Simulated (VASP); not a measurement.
HfN:

```
Hf N
1.0
     0.00000    2.25600    2.25600
     2.25600    0.00000    2.25600
     2.25600    2.25600    0.00000
Hf N
1 1
Direct
  0.00000 0.00000 0.00000
  0.50000 0.50000 0.50000
```

Base run:

| Item | Value |
| --- | --- |
| Program | VASP 6.6.1 |
| Functional | r2SCAN |
| Potentials or basis | VASP PAW PBE potentials, release 64 (Hf_pv, N) |
| Cutoff | 520 eV |
| k mesh | 7 × 7 × 7 |
| Occupations | fermi-dirac, width 0.05 eV |
| Spin | spin-orbit coupling, no magnetisation |

Its results: pressure 0.3 GPa.

Task: The run is repeated on the same cell with these changes: functional from r2SCAN to SCAN; further incar settings from ALGO = Normal; EDIFF = 1e-06; NBANDS = 27 to ALGO = Normal; EDIFF = 1e-07; NBANDS = 27. What comes out?

Result: Pressure -3.1 GPa.

Caveats: the PAW data sets were made with another functional, which shifts forces and pressure a little.
